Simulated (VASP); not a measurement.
Write the native input for VASP 6.6.1 that does the following.

* Task: single point
* Functional: PBE
* Potentials or basis: VASP PAW PBE potentials, release 64 (Pt, Se)
* Cutoff: 520 eV
* k mesh: 8 × 8 × 5
* Occupations: fermi-dirac, width 0.05 eV
* Spin: no spin polarisation
* Further INCAR settings: ALGO = Normal; EDIFF = 1e-07; NBANDS = 18

The structure of PtSe2 (Sudovikovite) lies in POSCAR:

```
PtSe2
1.0
    3.7240000000      0.0000000000      0.0000000000
   -1.8620000000      3.2250786037      0.0000000000
    0.0000000000      0.0000000000      5.0620000000
Pt Se
1 2
Direct
    0.0000000000      0.0000000000      0.0000000000
    0.6666666667      0.3333333333      0.7500000000
    0.3333333333      0.6666666667      0.2500000000
```

These files were run (other wordings do the same):

INCAR

```
PREC = Accurate ; ENCUT = 520
EDIFF = 1E-7 ; ISMEAR = -1
SIGMA = 0.05 ; LREAL = F
LASPH = T ; NELM = 100
ALGO = Normal ; ISIF = 2
LWAVE = F ; LCHARG = F
GGA = PE ; NBANDS = 18
```

KPOINTS

```
Automatic mesh
0
Gamma
  8 8 5
```

Potentials or basis: VASP PAW PBE potentials, release 64 (Pt, Se).

Launch:

```sh
$ cat potpaw_PBE.64/Pt/POTCAR potpaw_PBE.64/Se/POTCAR > POTCAR
$ mpirun -np 1 vasp_std > vasp.out
```

Results of the run:

| Property | Result |
| --- | --- |
| Pressure | 7.3 GPa |
| Largest force | 0.599 eV/Å |
| Band gap on the k mesh | none (metal or under the smearing width) |

Wall time 34 s on 1 thread of Intel(R) Xeon(R) Platinum 8488C (Sapphire Rapids), with other jobs on the host, peak memory 0.2 GiB.
